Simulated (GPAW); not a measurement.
Runs of GPAW 26.7.0 on SnO2 (Cassiterite). It takes space group P4_2/mnm (No. 136, tetragonal). Conventional cell: a = 4.738 Å, b = 4.738 Å, c = 3.187 Å, α = 90.00°, β = 90.00°, γ = 90.00°. Sn (site symmetry mmm) is surrounded by 6 O at 2.05 to 2.06 Å. O (site symmetry m2m) is surrounded by 3 Sn at 2.05 to 2.06 Å. 

```tsv
task	level	potentials or basis	spin	cell	band path	band points	spin axis theta (degrees)	spin axis phi (degrees)	optimizer	gap on the mesh (eV)	pressure (GPa)	relaxed volume (Å³/atom)	largest force (eV/Å)
band structure	PW91	PAW data sets generated in the run's folder for this functional, pw	SOC, no magnetisation	as given	GXMGZRAZ,XR,MA	60	0	0	-	1.30	8.6	-	0.25
relaxation of cell and atoms	AM05+D4	PAW data sets generated in the run's folder for this functional, pw	off	relaxed	-	-	-	-	BFGS	1.17	0.0	12.00	0.02
band structure	M06-L	GPAW PAW data sets (gpaw-data 1.2.1), pw	SOC, no magnetisation	as given	GXMGZRAZ,XR,MA	100	54.7	45	-	1.74	4.4	-	0.22
band structure	r2SCAN	GPAW PAW data sets (gpaw-data 1.2.1), pw	SOC, no magnetisation	as given	GXMGZRAZ,XR,MA	60	90	0	-	2.02	1.8	-	(a)
relaxation of cell and atoms	PBE	GPAW PAW data sets (gpaw-data 1.2.1), pw	off	relaxed to -2 GPa	-	-	-	-	BFGS	0.69	-1.7	-	0.04
band structure	PBEsol	PAW data sets generated in the run's folder for this functional, pw	SOC, no magnetisation	as given	GXMGZRAZ,XR,MA	80	90	0	-	1.21	3.2	-	0.19
band structure	WC	PAW data sets generated in the run's folder for this functional, pw	SOC, no magnetisation	as given	GXMGZRAZ,XR,MA	60	0	0	-	1.20	3.1	-	0.19
relaxation of cell and atoms	r4SCAN	GPAW PAW data sets (gpaw-data 1.2.1), pw	off	relaxed	-	-	-	-	BFGS	(b)	0.0	12.00	-
relaxation of cell and atoms	revPBE	the program's PAW data sets (release 1.2.1) made for this functional, pw	off	relaxed	-	-	-	-	BFGS	0.69	0.1	12.71	-
```

Alike in all rows: k mesh 4 × 4 × 5; cutoff (eV) 800; smearing fermi-dirac 0.05 eV.

Task: Estimate the missing entries.

Result: (a) 0.21; (b) 1.84.

Caveats: spin-orbit coupling was added after a scalar SCF, so levels and gaps hold it while energy, forces, pressure and moments don't (some runs); this program's spin-orbit splittings come out too wide for heavy elements (some runs); later steps reuse the first step's grids (some runs); spin-orbit coupling is left out, which moves the levels of the heavy elements (some runs); the PAW data sets were made with another functional, which shifts forces and pressure a little (some runs).

A k mesh can miss the band edges, and rows without SOC leave out spin-orbit coupling on Sn.
